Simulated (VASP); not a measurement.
# InAs (F-43m) in VASP: settings compared

Aim: see how the results for InAs move with the level of theory and the settings. Levels: B3LYP, PBE0, PBE. Tasks: single point, relaxation of cell and atoms.

Everything below comes from runs of VASP 6.6.1. Logs are shortened: lines on timing, memory, paths and dates and some standing lists are left out, and cuts for length are marked.

**Measured values to compare with.**

A printed reference work, data compilation reports, for a bulk crystal of InAs at 4.2 K: band gap 0.418 eV (direct).

The runs below are set against these values where they give the same quantity.

## 1. The cell of the first run

It takes space group F-43m (No. 216, cubic). The conventional cell has a = 6.036 Å, b = 6.036 Å, c = 6.036 Å, α = 90.00°, β = 90.00°, γ = 90.00°. Within 3.4 Å of In (site symmetry -43m) lie 4 As at 2.61 Å. As (site symmetry -43m) has 4 In at 2.61 Å within 3.4 Å.

## 2. Single point, B3LYP

File POSCAR:

```
InAs
1.0
    0.0000000000      3.0180000000      3.0180000000
    3.0180000000      0.0000000000      3.0180000000
    3.0180000000      3.0180000000      0.0000000000
In As
1 1
Direct
    0.0000000000      0.0000000000      0.0000000000
    0.7500000000      0.7500000000      0.7500000000
```

File INCAR.step1:

```
  PREC = Accurate
  ENCUT = 520
  EDIFF = 1E-5
  ISMEAR = -1
  SIGMA = 0.05
  LREAL = F
  LASPH = T
  NELM = 100
  ALGO = Normal
  ISIF = 2
  LWAVE = T
  LCHARG = F
  NBANDS = 16
  GGA = PE
```

File INCAR.step2:

```
  PREC = Accurate
  ENCUT = 520
  EDIFF = 1E-6
  ISMEAR = -1
  SIGMA = 0.05
  LREAL = F
  LASPH = T
  NELM = 100
  ALGO = Normal
  ISIF = 2
  LWAVE = F
  LCHARG = F
  GGA = B3
  LHFCALC = T
  AEXX = 0.2
  AGGAX = 0.72
  AGGAC = 0.81
  ALDAC = 0.19
  PRECFOCK = Normal
  NBANDS = 16
  ISTART = 1
```

File KPOINTS:

```
Automatic mesh
0
Gamma
  4 4 4
```

Potentials or basis: VASP PAW PBE potentials, release 64 (In_d, As).

Started as:

```
$ cat potpaw_PBE.64/In_d/POTCAR potpaw_PBE.64/As/POTCAR > POTCAR
$ cp INCAR.step1 INCAR
$ mpirun -np 1 vasp_std > vasp.out
$ cp INCAR.step2 INCAR
$ mpirun -np 1 vasp_std > vasp.out
```

OUTCAR:

```text
PREC = Accurate
   ENCUT = 520
   EDIFF = 1E-6
   ISMEAR = -1
   LREAL = F
   LASPH = T
   NELM = 100
   ISIF = 2
   GGA = B3
   LHFCALC = T
   AEXX = 0.2
   PRECFOCK = Normal
   ISTART = 1

 ion  position               nearest neighbor table
   1  0.000  0.000  0.000-   2 2.61   2 2.61   2 2.61   2 2.61
   2  0.750  0.750  0.750-   1 2.61   1 2.61   1 2.61   1 2.61

  LATTYP: Found a face centered cubic cell.
 ALAT       =     6.0360000000

  Lattice vectors:

 A1 = (   0.0000000000,   3.0180000000,   3.0180000000)
 A2 = (   3.0180000000,   0.0000000000,   3.0180000000)
 A3 = (   3.0180000000,   3.0180000000,   0.0000000000)

Analysis of symmetry for initial positions (statically):
=====================================================================
 Subroutine PRICEL returns:
 Original cell was already a primitive cell.

 Routine SETGRP: Setting up the symmetry group for a
 face centered cubic supercell.

 Subroutine GETGRP returns: Found 24 space group operations
 (whereof 24 operations were pure point group operations)
 out of a pool of 48 trial point group operations.

The static configuration has the point symmetry T_d .

Analysis of symmetry for dynamics (positions and initial velocities):
=====================================================================
 Subroutine PRICEL returns:
 Original cell was already a primitive cell.

 Routine SETGRP: Setting up the symmetry group for a
 face centered cubic supercell.

 Subroutine GETGRP returns: Found 24 space group operations
 (whereof 24 operations were pure point group operations)
 out of a pool of 48 trial point group operations.

The dynamic configuration has the point symmetry T_d .

 Subroutine INISYM returns: Found 24 space group operations
 (whereof 24 operations are pure point group operations),
 and found     1 'primitive' translations

----------------------------------------------------------------------------------------

                                     Primitive cell

  volume of cell :      54.9778

  direct lattice vectors                    reciprocal lattice vectors
     0.000000000  3.018000000  3.018000000    -0.165672631  0.165672631  0.165672631
     3.018000000  0.000000000  3.018000000     0.165672631 -0.165672631  0.165672631
     3.018000000  3.018000000  0.000000000     0.165672631  0.165672631 -0.165672631

  length of vectors
     4.268096531  4.268096531  4.268096531     0.286953414  0.286953414  0.286953414

  position of ions in fractional coordinates (direct lattice)
     0.000000000  0.000000000  0.000000000
     0.750000000  0.750000000  0.750000000

  ion indices of the primitive-cell ions
   primitive index   ion index
                 1           1
                 2           2

----------------------------------------------------------------------------------------

 KPOINTS: Automatic mesh

Automatic generation of k-mesh.
 Grid dimensions read from file:
 generate k-points for:    4    4    4

 Generating k-lattice:

  Cartesian coordinates                     Fractional coordinates (reciprocal lattice)
    -0.041418158  0.041418158  0.041418158     0.250000000  0.000000000  0.000000000
     0.041418158 -0.041418158  0.041418158     0.000000000  0.250000000  0.000000000
     0.041418158  0.041418158 -0.041418158     0.000000000  0.000000000  0.250000000

  Length of vectors
     0.071738354  0.071738354  0.071738354

  Shift w.r.t. Gamma in fractional coordinates (k-lattice)
     0.000000000  0.000000000  0.000000000

 Subroutine IBZKPT returns following result:
 ===========================================

 Found      8 irreducible k-points:

 Following reciprocal coordinates:
            Coordinates               Weight
  0.000000  0.000000  0.000000      1.000000
  0.250000  0.000000  0.000000      8.000000
  0.500000  0.000000  0.000000      4.000000
  0.250000  0.250000  0.000000      6.000000
  0.500000  0.250000  0.000000     24.000000
 -0.250000  0.250000  0.000000     12.000000
  0.500000  0.500000  0.000000      3.000000
[... 46 lines left out ...]
      2     -11.7270      2.00000
      3     -11.7270      2.00000
      4     -11.5917      2.00000
      5     -11.5917      2.00000
      6      -8.7112      2.00000
[... 8 lines left out ...]
     15      15.3569      0.00000
     16      15.3569      0.00000

 k-point     2 :       0.2500    0.0000    0.0000
  band No.  band energies     occupation
      1     -11.7870      2.00000
      2     -11.7082      2.00000
      3     -11.7082      2.00000
      4     -11.5908      2.00000
      5     -11.5908      2.00000
      6      -8.0641      2.00000
[... 8 lines left out ...]
     15      14.1947      0.00000
     16      14.1947      0.00000

 k-point     3 :       0.5000    0.0000    0.0000
  band No.  band energies     occupation
      1     -11.8415      2.00000
      2     -11.6943      2.00000
      3     -11.6943      2.00000
      4     -11.5847      2.00000
      5     -11.5847      2.00000
      6      -7.1276      2.00000
[... 8 lines left out ...]
     15      16.5241      0.00000
     16      16.5241      0.00000

 k-point     4 :       0.2500    0.2500    0.0000
  band No.  band energies     occupation
      1     -11.8227      2.00000
      2     -11.6866      2.00000
      3     -11.6866      2.00000
      4     -11.6090      2.00000
      5     -11.5809      2.00000
      6      -7.8480      2.00000
[... 8 lines left out ...]
     15      16.0485      0.00000
     16      16.8469      0.00000

 k-point     5 :       0.5000    0.2500    0.0000
  band No.  band energies     occupation
      1     -11.8654      2.00000
      2     -11.6758      2.00000
      3     -11.6677      2.00000
      4     -11.6076      2.00000
      5     -11.5793      2.00000
      6      -6.8770      2.00000
[... 8 lines left out ...]
     15      16.7851      0.00000
     16      17.3173      0.00000

 k-point     6 :      -0.2500    0.2500    0.0000
  band No.  band energies     occupation
      1     -11.8397      2.00000
      2     -11.6875      2.00000
      3     -11.6850      2.00000
      4     -11.5940      2.00000
      5     -11.5899      2.00000
      6      -7.2198      2.00000
[... 8 lines left out ...]
     15      15.4883      0.00000
     16      17.4040      0.00000

 k-point     7 :       0.5000    0.5000    0.0000
  band No.  band energies     occupation
      1     -11.9017      2.00000
      2     -11.6444      2.00000
      3     -11.6444      2.00000
      4     -11.6298      2.00000
      5     -11.5699      2.00000
      6      -6.5312      2.00000
[... 8 lines left out ...]
     15      17.2674      0.00000
     16      17.9915      0.00000

 k-point     8 :      -0.2500    0.5000    0.2500
  band No.  band energies     occupation
      1     -11.8777      2.00000
      2     -11.6759      2.00000
      3     -11.6507      2.00000
      4     -11.6080      2.00000
      5     -11.5839      2.00000
      6      -6.4793      2.00000
[... 8 lines left out ...]
     15      17.4792      0.00000
     16      17.5392      0.00000

------------------------ aborting loop because EDIFF is reached ----------------------------------------

  FORCE on cell =-STRESS in cart. coord.  units (eV):
  Direction    XX          YY          ZZ          XY          YZ          ZX
  --------------------------------------------------------------------------------------
  -------------------------------------------------------------------------------------
  Total        1.7470522      1.7470522      1.7470522      0.0000000      0.0000000      0.0000000
  in kB       50.9130101     50.9130101     50.9130101      0.0000000      0.0000000      0.0000000
  external PRESSURE =      50.9130101 kB  Pullay stress =       0.0000000 kB

 VOLUME and BASIS-vectors are now :
 -----------------------------------------------------------------------------
  energy-cutoff  :      520.00
  volume of cell :       54.98
      direct lattice vectors                 reciprocal lattice vectors
     0.000000000  3.018000000  3.018000000    -0.165672631  0.165672631  0.165672631
     3.018000000  0.000000000  3.018000000     0.165672631 -0.165672631  0.165672631
     3.018000000  3.018000000  0.000000000     0.165672631  0.165672631 -0.165672631

 POSITION                                       TOTAL-FORCE (eV/Angst)
 -----------------------------------------------------------------------------------
      0.00000      0.00000      0.00000        -0.000000     -0.000000     -0.000000
      4.52700      4.52700      4.52700         0.000000      0.000000      0.000000
 -----------------------------------------------------------------------------------
    total drift:                               -0.000020     -0.000017     -0.000008

  FREE ENERGIE OF THE ION-ELECTRON SYSTEM (eV)
  ---------------------------------------------------
  free  energy   TOTEN  =        -8.3933882696 eV

  energy  without entropy=       -8.3933805972  energy(sigma->0) =       -8.39338443
```

Wall time 11 min (1 thread of Intel Xeon Platinum 8259CL at 2.50GHz (Skylake/Cascade Lake), shared host); peak memory 0.19 GiB.

Results:

```yaml
Free_energy: -8.3934 eV
Pressure: 5.1 GPa
Band_gap_on_the_k_mesh: 0.88 eV
```

Caveat: the k points lie up to 0.45 Å⁻¹ apart; the PAW data sets were made with another functional, which shifts forces and pressure a little; spin-orbit coupling is left out, which moves the levels of the heavy elements.

## 3. Single point, PBE0, non-collinear spin, zero start, spin-orbit coupling

POSCAR is that of step 2.

File INCAR.step1:

```
PREC = Accurate
ENCUT = 520
EDIFF = 1E-5
ISMEAR = -1
SIGMA = 0.05
LREAL = False
LASPH = True
NELM = 150
ALGO = Normal
ISIF = 2
LWAVE = True
MAGMOM = 0 0 0 0 0 0
LORBIT = 11
LSORBIT = True
GGA_COMPAT = False
LORBMOM = True
GGA = PE
NBANDS = 30
```

File INCAR.step2:

```
PREC = Accurate
ENCUT = 520
EDIFF = 1E-6
ISMEAR = -1
SIGMA = 0.05
LREAL = False
LASPH = True
NELM = 150
ALGO = Normal
ISIF = 2
LWAVE = False
LCHARG = True
MAGMOM = 0 0 0 0 0 0
LORBIT = 11
LSORBIT = True
GGA_COMPAT = False
LORBMOM = True
GGA = PE
LHFCALC = True
AEXX = 0.25
PRECFOCK = Normal
LVHAR = True
ISTART = 1
NBANDS = 30
```

File KPOINTS:

```
regular mesh
0
Gamma
  4 4 4
```

Potentials or basis: VASP PAW PBE potentials, release 64 (In_d, As).

Started as:

```
$ cat potpaw_PBE.64/In_d/POTCAR potpaw_PBE.64/As/POTCAR > POTCAR
$ cp INCAR.step1 INCAR
$ mpirun -np 1 vasp_ncl > vasp.out
$ cp INCAR.step2 INCAR
$ mpirun -np 1 vasp_ncl > vasp.out
```

Wall time 39 min (1 thread of Intel Xeon Platinum 8259CL at 2.50GHz (Skylake/Cascade Lake), shared host); peak memory 0.34 GiB.

The run converged. Its results:

| Property | Result |
| --- | --- |
| Free energy | -10.0636 eV |
| Pressure | 1.9 GPa |
| Net moment | 0.00 μB per cell |
| Valence electrons inside the program's atomic spheres | In 11.52; As 2.88 |

Moments on the atoms (μB; x, y, z):
```
In  0.00 0.00 0.00
As  0.00 0.00 0.00
```

Caveat: the k points lie up to 0.45 Å⁻¹ apart; the PAW data sets were made with another functional, which shifts forces and pressure a little.

## 4. Single point, PBE

This run uses another cell than the first one, of 29.64 Å³/atom.

File INCAR:

```
SYSTEM = InAs
PREC = Accurate
ENCUT = 520
EDIFF = 1E-6
ISMEAR = -1
SIGMA = 0.05
LREAL = .False.
LASPH = .True.
NELM = 80
ALGO = Normal
ISIF = 2
LWAVE = .False.
LCHARG = .False.
GGA = PE
NBANDS = 16
```

File KPOINTS:

```
Automatic mesh
0
Gamma
  6 6 6
  0 0 0
```

File POSCAR:

```
InAs
1.0
    0.0000000000      3.0946218802      3.0946218802
    3.0946218802      0.0000000000      3.0946218802
    3.0946218802      3.0946218802      0.0000000000
In As
1 1
Direct
    0.0000000000      0.0000000000      0.0000000000
    0.7500000000      0.7500000000      0.7500000000
```

Started as:

```
$ cat potpaw_PBE.64/In_d/POTCAR potpaw_PBE.64/As/POTCAR > POTCAR
$ mpirun -np 1 vasp_std > vasp.out
```

Wall time 29 s (1 thread of Intel Xeon 8259CL, shared host); peak memory 0.21 GiB.

Results (log left out):

```yaml
Free_energy: -7.7031 eV
Pressure: 0.0 GPa
Band_gap_on_the_k_mesh: zero (filled and empty bands touch)
```

Levels at points of the mesh, in eV from the Fermi level:
| k point | band 5 | band 6 | band 7 | band 8 | band 9 | band 10 | band 11 | band 12 | band 13 | band 14 |
| --- | --- | --- | --- | --- | --- | --- | --- | --- | --- | --- |
| (0.00, 0.00, 0.00) | -14.21 | -11.47 | -0.59 | -0.04 | -0.04 | -0.04 | 3.83 | 3.83 | 3.83 | 7.23 |
| (0.50, 0.00, 0.00) | -14.20 | -10.21 | -5.47 | -0.93 | -0.93 | 0.77 | 4.59 | 4.59 | 6.71 | 8.65 |
| (0.50, 0.50, 0.00) | -14.19 | -9.74 | -5.59 | -2.14 | -2.14 | 1.62 | 2.00 | 8.71 | 8.75 | 8.75 |

Caveat: semilocal functionals underestimate gaps, and a narrow one can read as zero; spin-orbit coupling is left out, which moves the levels of the heavy elements.

## 5. Relaxation of cell and atoms, PBE

File INCAR:

```
ALGO = Normal
EDIFF = 1E-6
EDIFFG = -0.005
ENCUT = 600
GGA = PE
IBRION = 2
ISIF = 3
ISMEAR = -1
LASPH = T
LCHARG = F
LREAL = F
LWAVE = F
NELM = 60
NSW = 80
PREC = Accurate
SIGMA = 0.05
```

File KPOINTS:

```
k-points
0
Gamma
  6 6 6
```

File POSCAR:

```
InAs
1.0
    0.0000000000      3.0180000000      3.0180000000
    3.0180000000      0.0000000000      3.0180000000
    3.0180000000      3.0180000000      0.0000000000
In As
1 1
Direct
    0.0000000000      0.0000000000      0.0000000000
    0.7500000000      0.7500000000      0.7500000000
```

Started as:

```
$ cat potpaw_PBE.64/In_d/POTCAR potpaw_PBE.64/As/POTCAR > POTCAR
$ mpirun -np 1 vasp_std > vasp.out
```

It took 1.9 min on 1 thread of Intel Xeon 8259CL, shared host; peak memory 0.22 GiB.

The run converged. Its results:

- Free energy: -7.7027 eV
- Relaxed volume: 29.66 Å³/atom
- Relaxed cell: a = 4.378 Å, b = 4.378 Å, c = 4.378 Å, α = 60.00°, β = 60.00°, γ = 60.00°
- Space group after relaxing (to 0.1 Å): F-43m (No. 216)
- Energy gained by relaxing: 28.1 meV/atom
- Ionic steps: 5
- Pressure after relaxing: 0.0 GPa
- Band gap on the k mesh: zero (filled and empty bands touch)

The path:
```
step  energy change (eV)  largest force (eV/Å)  pressure (GPa)  volume (Å³)
   1              0.0000                0.0000            4.45        54.98
   2             -0.0470                0.0000           -1.48        61.28
   3             -0.0562                0.0000            0.03        59.32
   4             -0.0562                0.0000           -0.06        59.41
   5             -0.0562                0.0000            0.02        59.32
```

Final structure:
```
CELL_PARAMETERS angstrom
0.00000 3.09547 3.09547
3.09547 0.00000 3.09547
3.09547 3.09547 0.00000
ATOMIC_POSITIONS crystal
In 0.00000 0.00000 0.00000
As 0.75000 0.75000 0.75000
```

Levels at points of the mesh, in eV from the Fermi level:
| k point | band 6 | band 7 | band 8 | band 9 | band 10 | band 11 | band 12 | band 13 |
| --- | --- | --- | --- | --- | --- | --- | --- | --- |
| (0.00, 0.00, 0.00) | -11.47 | -0.59 | -0.04 | -0.04 | -0.04 | 3.83 | 3.83 | 3.83 |
| (0.50, 0.00, 0.00) | -10.20 | -5.46 | -0.93 | -0.93 | 0.77 | 4.59 | 4.59 | 6.71 |
| (0.50, 0.50, 0.00) | -9.74 | -5.59 | -2.13 | -2.13 | 1.62 | 2.00 | 8.71 | 8.74 |

Caveat: semilocal functionals underestimate gaps, and a narrow one can read as zero; spin-orbit coupling is left out, which moves the levels of the heavy elements.

## 6. Single point, PBE, non-collinear spin, zero start, spin-orbit coupling

This run uses another cell than the first one, of 29.61 Å³/atom.

File INCAR:

```
SYSTEM = InAs
ALGO = Normal ; EDIFF = 1E-6
ENCUT = 520 ; GGA = PE
GGA_COMPAT = .False. ; ISIF = 2
ISMEAR = -1 ; LASPH = .True.
LCHARG = .True. ; LNONCOLLINEAR = .True.
LORBIT = 11 ; LORBMOM = .True.
LREAL = .False. ; LSORBIT = .True.
LVHAR = .True. ; LWAVE = .False.
MAGMOM = 0 0 0 0 0 0 ; NBANDS = 30
NELM = 150 ; PREC = Accurate
SIGMA = 0.05
```

File KPOINTS:

```
k-points
0
Gamma
  6 6 6
  0 0 0
```

File POSCAR:

```
InAs
1.0
    0.0000000000      3.0936412333      3.0936412333
    3.0936412333      0.0000000000      3.0936412333
    3.0936412333      3.0936412333      0.0000000000
In As
1 1
Direct
    0.0000000000      0.0000000000      0.0000000000
    0.7500000000      0.7500000000      0.7500000000
```

Potentials or basis: VASP PAW PBE potentials, release 64 (In_d, As).

Started as:

```
$ cat potpaw_PBE.64/In_d/POTCAR potpaw_PBE.64/As/POTCAR > POTCAR
$ mpirun -np 1 vasp_ncl > vasp.out
```

Wall time 4.2 min (1 thread of Intel Xeon 8259CL, shared host); peak memory 0.41 GiB.

The run converged. Its results:

| Quantity | Value |
| --- | --- |
| Free energy | -7.7521 eV |
| Pressure | 0.1 GPa |
| Net moment | 0.00 μB per cell |
| Valence electrons inside the program's atomic spheres | In 11.40; As 2.77 |

Moments on the atoms (μB; x, y, z):
```
In  0.00 0.00 0.00
As  0.00 0.00 0.00
```

## 7. The runs side by side

| task | level | spin | cell | k mesh | cutoff (eV) | grid for exact exchange (PRECFOCK) | share of exact exchange | gap on the mesh (eV) | pressure (GPa) | moment (μB) |
| --- | --- | --- | --- | --- | --- | --- | --- | --- | --- | --- |
| single point | B3LYP | off | a = 4.268 Å, angles 60.0°, 2 atoms | 4 × 4 × 4 | 520 | Normal | 0.2 | 0.88 | 5.1 | - |
| single point | PBE0 | non-collinear, zero start, SOC | a = 4.268 Å, angles 60.0°, 2 atoms | 4 × 4 × 4 | 520 | Normal | 0.25 | - | 1.9 | 0.00 |
| single point | PBE | off | a = 4.376 Å, angles 60.0°, 2 atoms | 6 × 6 × 6 | 520 | - | - | none | 0.0 | - |
| relaxation of cell and atoms | PBE | off | relaxed from a = 4.268 Å, angles 60.0°, 2 atoms | 6 × 6 × 6 | 600 | - | - | none | 0.0 | - |
| single point | PBE | non-collinear, zero start, SOC | a = 4.375 Å, angles 60.0°, 2 atoms | 6 × 6 × 6 | 520 | - | - | - | 0.1 | 0.00 |

Alike in all rows: potentials or basis VASP PAW PBE potentials, release 64 (In_d, As); smearing fermi-dirac 0.05 eV.

Caveats: some runs use coarse meshes; spin-orbit coupling is left out, which moves the levels of the heavy elements (at least some runs); the PAW data sets were made with another functional, which shifts forces and pressure a little (at least some runs); semilocal functionals underestimate gaps, and a narrow one can read as zero (at least some runs).

Total energies depend on the potentials used, so only differences within one code and one set of settings carry meaning.

## 8. Against experiment

Step 4. Against the measured gap of InAs, 0.418 eV (direct; 4.2 K; a printed reference work, data compilation), the calculated 0.00 eV is off by -0.42 eV. Spin-orbit coupling on As, In is left out. The value is that of PBE on a finite k mesh, which can miss the band edges, without temperature or zero-point motion. Semilocal functionals fall short of measured gaps as a rule.
